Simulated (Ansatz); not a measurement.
# Electron scattering at the Σ5 (210) boundary in fcc Cu with Mg (substitutional), part 2 of 2

Wanted: what the Σ5 (210) boundary in fcc Cu with Mg (substitutional) costs an interconnect.

Ansatz 0.2.0; Ansatz plane-wave DFT, PBE, PAW files; relaxation of a bicrystal slab with its lowest layers held; PAW set soft_1 (the session's first sound run).

So far. Step 2 (Relaxing the bicrystal): The largest force component on a free atom ends at 0.024 eV/Å, under the tolerance of 0.03, after 10 steps.

### 3. Transmission across the boundary

Bulk layers of each grain are laid under and over the relaxed boundary, and a lead is named in the middle of each, away from the free faces. The mesh across the current, 20×20, is finer than the density's, because channels open and close sharply across the zone. Energies from -0.1 to 0.1 eV in steps of 0.05 eV are too few for the program's thermal sum, so it prints no conductance; for a metal the transmission near the Fermi level serves, at a fraction of the cost.

This step: Ansatz plane-wave DFT, PBE, PAW files; ballistic transport by layer matching (Landauer), zero bias; boundary relaxed in a short slab, bulk layers laid on; PAW set soft_1 (Ansatz 0.2.0).

System of this step: Σ5 (210) boundary in fcc Cu with Mg (substitutional). The cell holds 53 atoms: 52 Cu and 1 Mg. Cell: a = 4.427 Å, b = 3.615 Å, c = 50.883 Å, α = 90.0°, β = 90.0°, γ = 65.9°. It derives from Cu. Regions: lower grain, 22 atoms (22 Cu); boundary, 14 atoms (13 Cu and 1 Mg); upper grain, 17 atoms (17 Cu). Vacuum lies along c.

Input file input.yaml:

```yaml
crystal:
  lattice:
    - [4.4274037203, 0.0, 0.0]
    - [1.4758012401, 3.2999918941, 0.0]
    - [0.0, 0.0, 50.8826860055]
  atoms:
    - { symbol: Cu, position: [-17.3999999996, 8.6999999998, 0.0786122022] }
    - { symbol: Cu, position: [-16.7999999996, 8.3999999998, 0.0944983453] }
    - { symbol: Cu, position: [-16.1999999996, 8.0999999998, 0.1103844883] }
    - { symbol: Cu, position: [-15.5999999996, 7.7999999998, 0.1262706314] }
    - { symbol: Cu, position: [-14.9999999996, 7.4999999998, 0.1421567745] }
    - { symbol: Cu, position: [-14.3999999997, 7.1999999998, 0.1580429175] }
    - { symbol: Cu, position: [-13.7999999997, 6.8999999998, 0.1739290606] }
    - { symbol: Cu, position: [-13.1999999997, 6.5999999998, 0.1898152037] }
    - { symbol: Cu, position: [-12.5999999997, 6.2999999998, 0.2057013467] }
    - { symbol: Cu, position: [-11.9999999997, 5.9999999998, 0.2215874898] }
    - { symbol: Cu, position: [-11.3999999997, 5.6999999998, 0.2374736329] }
    - { symbol: Cu, position: [-10.7999999997, 5.3999999998, 0.2533597759] }
    - { symbol: Cu, position: [-10.1999999998, 5.0999999999, 0.269245919] }
    - { symbol: Cu, position: [-9.5999999998, 4.7999999999, 0.2851320621] }
    - { symbol: Cu, position: [-8.9999999998, 4.4999999999, 0.3010182051] }
    - { symbol: Cu, position: [-8.3999999998, 4.1999999999, 0.3169043482] }
    - { symbol: Cu, position: [-7.7999999998, 3.8999999999, 0.3327904913] }
    - { symbol: Cu, position: [-7.1999999998, 3.5999999999, 0.3486766344] }
    - { symbol: Cu, position: [-6.5999999998, 3.2999999999, 0.3645627774] }
    - { symbol: Cu, position: [-5.9999999999, 2.9999999999, 0.3804489205] }
    - { symbol: Cu, position: [-5.3999999999, 2.6999999999, 0.3963350636] }
    - { symbol: Cu, position: [-4.7999999999, 2.3999999999, 0.4122212066] }
    - { symbol: Cu, position: [0.8000000001, 0.0999999999, 0.4281073497] }
    - { symbol: Cu, position: [0.4012781955, 0.7993609023, 0.4443119773] }
    - { symbol: Cu, position: [0.0042542307, 0.4978728846, 0.4604074694] }
    - { symbol: Cu, position: [0.6061298496, 0.1969350752, 0.4760276471] }
    - { symbol: Cu, position: [0.207424853, 0.8962875735, 0.492448115] }
    - { symbol: Cu, position: [0.8064696793, 0.5967651603, 0.5082928464] }
    - { symbol: Cu, position: [0.4213377982, 0.2893311009, 0.5241736763] }
    - { symbol: Mg, position: [0.0154910914, -0.0077455457, 0.5432322509] }
    - { symbol: Cu, position: [0.5840426739, 0.707978663, 0.5683080676] }
    - { symbol: Cu, position: [-0.0696505699, 1.0348252849, 0.5909603151] }
    - { symbol: Cu, position: [0.3281988168, 0.3359005916, 0.6007157052] }
    - { symbol: Cu, position: [-0.2784473674, 0.6392236837, 0.6195501499] }
    - { symbol: Cu, position: [0.1326537116, 0.9336731442, 0.6361400106] }
    - { symbol: Cu, position: [0.5260116714, 0.2369941643, 0.6513233656] }
    - { symbol: Cu, position: [-5.0739883286, 2.5369941643, 0.6672095087] }
    - { symbol: Cu, position: [-5.6739883286, 2.8369941643, 0.6830956518] }
    - { symbol: Cu, position: [-6.2739883286, 3.1369941643, 0.6989817949] }
    - { symbol: Cu, position: [-6.8739883286, 3.4369941643, 0.7148679379] }
    - { symbol: Cu, position: [-7.4739883285, 3.7369941643, 0.730754081] }
    - { symbol: Cu, position: [-8.0739883285, 4.0369941642, 0.7466402241] }
    - { symbol: Cu, position: [-8.6739883285, 4.3369941642, 0.7625263671] }
    - { symbol: Cu, position: [-9.2739883285, 4.6369941642, 0.7784125102] }
    - { symbol: Cu, position: [-9.8739883285, 4.9369941642, 0.7942986533] }
    - { symbol: Cu, position: [-10.4739883285, 5.2369941642, 0.8101847963] }
    - { symbol: Cu, position: [-11.0739883285, 5.5369941642, 0.8260709394] }
    - { symbol: Cu, position: [-11.6739883284, 5.8369941642, 0.8419570825] }
    - { symbol: Cu, position: [-12.2739883284, 6.1369941642, 0.8578432255] }
    - { symbol: Cu, position: [-12.8739883284, 6.4369941642, 0.8737293686] }
    - { symbol: Cu, position: [-13.4739883284, 6.7369941642, 0.8896155117] }
    - { symbol: Cu, position: [-14.0739883284, 7.0369941642, 0.9055016547] }
    - { symbol: Cu, position: [-14.6739883284, 7.3369941641, 0.9213877978] }
kpoints:
  mp_grid: { grid: [8, 8, 1] }
hamiltonian:
  xc: pbe
  pseudopotentials: { kind: paw, azcp: { folder: soft_1 } }
scf:
  occupations: { method: fermi_dirac, width: 0.1 }
output:
  transmission:
    leads: [[12, 13], [43, 44]]
    kmesh: [20, 20]
    e_range: [-0.1, 0.1]
    de: 0.05
  write_potential: true
  write_density: true
  volumetric_format: npy
  elf: true
```

On the command line:

```sh
$ ansatz run input.yaml --threads 8 --pin off --max-ram 15360MiB --backend cpu --events-out ev --progress --plain --runs-dir out
```

Numbers of over 12 decimals in the logs are rounded to 6 here.

The program printed:

```text
[...]
Crystal: 53 atoms, lattice volume = 743.416 Å³
Basis set: ecut = 420 eV, 14561 PW (Γ)
Bands: 599, of which v1, the nominal top of the filled ones, is band 499 counted from 1 (498 counted from 0)
Symmetry: 2 space group operations
[...]
k-points: 21 of 64 (time reversal used)
[...]
SCF iter   1: F=—  HF=-346476.545701 eV  |F-HF|=—  |Δ(HF+E_count)|=         —  Δρ=2.43e-1  dr2=2.72e2  ethr=3.10e-3  ⟨swp⟩=5.1  Hψ=42278  notcnv=0  defer=1146
[...]
SCF iter  14: F=-346429.873574 eV  HF=-346429.873574 eV  |F-HF|=3.61e-9  |Δ(HF+E_count)|=   2.21e-8  Δρ=3.03e-6  dr2=9.29e-8  ethr=1.00e-11  ⟨swp⟩=10.1  Hψ=59718  notcnv=0
SCF 1 converged in 14 iterations: F = -346429.873574 eV  dr2 = 9.29e-8
[...]
transmission: 441 of 4329 steps passed
transmission: 873 of 4329 steps passed
[...]
transmission: 4329 of 4329 steps passed
WARN: The output density's exchange-correlation potential varies sharply where the density is thin. Do not read a vacuum level from v_tot or v_xc, or from such a field of the output density. On a cell that repeats whose density bears no net charge and no dipole along the vacuum's axis use v_es (v_loc + v_h of the components); under efield.dipole_correction with no amplitude use v_es + v_field, which holds any externa [...]
SCF converged after 14 iterations
Free energy (F): -346429.873574 eV
[...]
Internal energy: -346429.330989 eV  (E = F + TS)
E sigma→0 (E₀):  -346429.602281 eV
Entropy (-TS):   -0.542586 eV (-10.237 meV/atom)
Fermi energy:    13.073482 eV
[...]
--- Band table (eV; the first three rows and the last of 21) ---
  k-point 0: bands = [... 495 lower, 14.6090, 14.6721, 14.7917, 14.8227, 14.9485, 14.9811, 15.0499, 15.0899, ... 96 higher]
  k-point 1: bands = [... 495 lower, 14.3613, 14.4419, 14.4937, 14.6113, 14.6843, 14.7347, 14.9039, 15.0721, ... 96 higher]
  k-point 2: bands = [... 495 lower, 13.9018, 13.9687, 13.9842, 14.0333, 14.0633, 14.1997, 14.2222, 14.3190, ... 96 higher]
  k-point 20: bands = [... 495 lower, 11.8792, 12.0001, 12.0425, 12.2275, 12.2543, 12.5479, 12.5873, 12.8395, ... 96 higher]
--- Transmission ---
  basis      : 131 plane waves across, 39 finite elements along
  points     : 111, standing for a mesh of 20 x 20
  energies   : 5 from -0.100000 to 0.100000 eV about the Fermi level, 0.050000 eV apart; the leads are filled to 0.000000 eV, and channels, transmission and decay are at 0.000000 eV
  crystal 0  : Cu3, at the sites [12, 13], period 2.4250 Å, over 18.59 Å; its Hamiltonian steps by up to 7.4 meV
    offset         : up to 0.0000 Å between an atom of the period and one for which it stands
    channels       : 2.137500e0 a spin
    conductance    : none, the energies end too early or step too widely for 300 K: set another output.transmission.e_range or a lower de, or, where they end at an eighth of basis.ecutwfc, a higher one
[...]
channels       : 2.137500e0 a spin
[...]
junction   : crystal 0 to crystal 1, 13.00 to 37.88 Å
    transmission   : 1.589992e0 a spin
[...]
```

It took 17 min on 8 threads of Arm Neoverse V1, shared host; peak memory 11 GiB.

This step gave:

```
free energy                                    : -346429.8736 eV
energy at zero smearing                        : -346429.6023 eV
Fermi energy                                   : 13.07 eV
cell area                                      : 14.61 Å²
transmission per spin nearest the Fermi level  : 1.590
open channels per spin nearest the Fermi level : 2.138
open channels per spin, upper lead             : 2.138
step of the lead's potential                   : 7.4 meV
step of the upper lead's potential             : 9 meV
```

Per spin. The transmission, zone mean by energy, zero at the Fermi level:

```tsv
energy (eV)	transmission, zone mean
-0.1000	1.61
-0.0500	1.59
0.0000	1.59
0.0500	1.59
0.1000	1.58
```

Per spin. Open channels, zone mean, lead = upper lead against energy, zero at the Fermi level:

```tsv
energy (eV)	open channels, zone mean, lead = upper lead
-0.1000	2.14
-0.0500	2.12
0.0000	2.14
0.0500	2.15
0.1000	2.15
```

Transmission over k1 and k2. At 0.0000 eV from the Fermi level.

Ten even steps from '0' (0.41) to '9' (2.41):
```
00168861000058998500
11788871115789998751
88999988888662266888
99999999992222222999
99999999622222222699
99999766622222226667
66666666522222256666
66666666422222466666
66666663222222366666
66666655222225566666
66666632222223666666
66666642222246666666
66666522222256666666
97666222222266679999
99962222222269999999
99992222222999999999
88886622668888899998
11578999875111788871
00058998500001688610
00018981000001898100
```
Columns: k1 (b1) from -0.5 to 0.45; rows upwards: k2 (b2) from -0.5 to 0.45.

Open channels over k1 and k2. At 0.0000 eV from the Fermi level.

Values, 12 rows by 16 columns, each cell a mean:
```
2.00 2.16 2.76 3.00 3.00 2.60 2.00 2.00 2.40 2.64 3.00 3.00 3.00 3.00 2.64 2.08
2.80 2.88 3.00 3.00 3.00 2.92 2.80 2.80 2.48 2.00 1.64 1.40 2.00 2.40 3.00 2.84
3.00 3.00 3.00 3.00 3.00 3.00 2.64 1.92 1.00 1.00 1.00 1.00 1.00 1.56 2.76 3.00
2.60 2.60 2.60 2.60 2.48 2.00 2.00 1.20 1.00 1.00 1.00 1.00 1.52 2.00 2.00 2.48
2.00 2.00 2.00 2.00 2.00 2.00 1.88 1.16 1.00 1.00 1.00 1.64 2.00 2.00 2.00 2.00
2.00 2.00 2.00 2.00 2.00 2.00 1.40 1.00 1.00 1.00 1.36 1.92 2.00 2.00 2.00 2.00
2.00 2.00 2.00 2.00 2.00 1.60 1.00 1.00 1.00 1.16 1.76 2.00 2.00 2.00 2.00 2.00
2.20 2.12 2.00 2.00 1.68 1.12 1.00 1.00 1.00 1.40 2.00 2.00 2.20 2.20 2.20 2.20
3.00 2.84 2.24 1.52 1.00 1.00 1.00 1.00 1.00 1.40 2.36 2.60 3.00 3.00 3.00 3.00
3.00 3.00 3.00 1.72 1.32 1.00 1.24 1.40 2.04 3.00 3.00 3.00 3.00 3.00 3.00 3.00
2.20 2.44 2.92 2.84 2.76 2.60 2.72 2.64 2.68 2.20 2.20 2.84 3.00 3.00 2.88 2.32
2.00 2.00 2.24 2.88 3.00 2.76 2.40 2.08 2.00 2.00 2.00 2.80 3.00 2.76 2.16 2.00
```
Columns: k1 (b1) from -0.5 to 0.45; rows upwards: k2 (b2) from -0.5 to 0.45.

Electrostatic potential energy in the ca plane at fractional y = 0.992, with atoms of Cu and Mg within 0.2 Å of it. With pseudopotentials it is smooth inside the atoms' cores, unlike the true potential.

Ten even steps from '0' (-51 eV) to '9' (15 eV), each cell a mean:
```
00489842489999999999982016984001699867999999
45799620269999999999997678996213799999999998
89999731379987689999999999998767999999999997
99999975789985469999999999999999999998789998
99999999999986679999999999999999999998779999
99889999989998899999999999889999999999889999
99999999866899999999999999989999999999999987
99999999644899987899999999999999999999999743
99999999755899742379999999999999999756899732
67899999988999610169997678999999997301599854
12599999999999731279983026998657996100499988
00389987899999975799970004895102797312699999
```
Columns run along c (16.0 Å, from fractional 0.38 to 0.69 of the cell; values clipped at the 3rd and 97th percentile), rows up along a (4.4 Å). Atoms in or near the plane, at fractional coordinates: Cu at (0.38, 0.00), Mg at (0.54, 0.02), Cu at (0.59, 0.93), Cu at (0.64, 0.13).

ELF in the ca plane at fractional y = 0.992, with atoms of Cu and Mg within 0.2 Å of it. It is the smooth field of the valence electrons, not physical close to the nuclei.

Values, 7 rows by 16 columns, each cell a mean:
```
0.25 0.19 0.19 0.17 0.23 0.21 0.24 0.21 0.24 0.20 0.26 0.28 0.20 0.18 0.23 0.21
0.20 0.22 0.19 0.18 0.19 0.17 0.24 0.30 0.20 0.29 0.20 0.18 0.23 0.22 0.20 0.21
0.22 0.20 0.20 0.22 0.19 0.16 0.25 0.21 0.28 0.21 0.23 0.26 0.21 0.19 0.17 0.24
0.20 0.19 0.26 0.17 0.20 0.20 0.26 0.18 0.24 0.17 0.19 0.20 0.24 0.22 0.19 0.20
0.24 0.23 0.21 0.15 0.21 0.18 0.18 0.26 0.29 0.24 0.23 0.20 0.22 0.19 0.23 0.16
0.17 0.23 0.23 0.17 0.21 0.20 0.21 0.24 0.15 0.23 0.24 0.21 0.18 0.25 0.20 0.16
0.37 0.20 0.18 0.21 0.23 0.17 0.17 0.19 0.25 0.22 0.21 0.20 0.18 0.27 0.20 0.20
```
Columns run along c (16.0 Å, from fractional 0.38 to 0.69 of the cell), rows up along a (4.4 Å). Atoms in or near the plane, at fractional coordinates: Cu at (0.38, 0.00), Mg at (0.54, 0.02), Cu at (0.59, 0.93), Cu at (0.64, 0.13).

Valence density in the ca plane at fractional y = 0.992, with atoms of Cu and Mg within 0.2 Å of it. It is the smooth field of the valence electrons, not physical close to the nuclei.

Values in e/Å³, 7 rows by 16 columns, each cell a mean:
```
12  0  6  1  0  0  0  0  5  0 11 14  0  1  0  0
 0  0  6  1  0  1  0  0  0  0  1  1  0  0  0  0
 0  0  0  0  1  1  0  0  0  0  0  0  0  0  1  0
 0  0  0  1  0  0  0  0  0  0  0  0  0  0  0  0
 0  0  0  2  0  1  1  0  0  0  0  0  0  1  0  3
 1  0  0  1  0  6  7  0  1  0  0  0  1 12  0  2
24  0  0  0  0  2  2  0 13  1  4  5  2 14  0  0
```
Columns run along c (16.0 Å, from fractional 0.38 to 0.69 of the cell), rows up along a (4.4 Å). Atoms in or near the plane, at fractional coordinates: Cu at (0.38, 0.00), Mg at (0.54, 0.02), Cu at (0.59, 0.93), Cu at (0.64, 0.13).

Over the solved energies the transmission per spin lies between 1.58 and 1.61, out of 2.14 channels of the lead on average (up to 2.15).

### 4. Specific resistance

This step: Ansatz plane-wave DFT, PBE, PAW files; ballistic transport by layer matching (Landauer), zero bias; specific resistance of the boundary; PAW set soft_1 (Ansatz 0.2.0).

Numbers from this step:

```
area resistance                      : 0.3014 fΩ m²
T over the leads' mean channel count : 0.7453
```

Averaged over the energies near the Fermi level, 74.5 % of the channels pass, which makes 0.301 fΩ m².

By hand, with T and the leads' channels N averaged over the energies near the Fermi level: RA = A (h/2e²)(1/T − ½[1/N₁ + 1/N₂]) = 14.61×10⁻²⁰ m² × 12 906 Ω × (1/1.593 − ½[1/2.138 + 1/2.138]) = 0.301 fΩ m².

### 5. What came out

```
specific resistance of the boundary : 0.301 fΩ m²
share of channels that pass         : 0.745
```

What this shows: The boundary has a specific resistance of 0.30 fΩ m². The boundary reflects 25 % of the channels; 0.30 fΩ m² is 3.0×10⁻¹² Ω·cm². That equals the resistance of 17 nm of bulk Cu at 300 K (measured 1.725 µΩ cm, CRC Handbook of Chemistry and Physics, 84th ed., 2003, Electrical Resistivity of Pure Metals). One Mg in 14.6 Å² of boundary is a high coverage. In the relaxation the upper grain slid sideways by about 1.1 Å, so the result belongs to the position that it found, not to the starting one. Each plane of this narrow cell holds one atom, so the solute fills a whole plane. One starting structure was relaxed; another shift or atom count at the boundary may lie lower.

[Logs are printed without paths, hosts, clocks, repeated set-up lines and the standing remarks that a program may print on its own settings, such as how far it seeks lower states.]

[Hosts, paths, dates, database ids (printed as entryN), source tags and the programs' standing remarks are cut or masked in the printed files.]
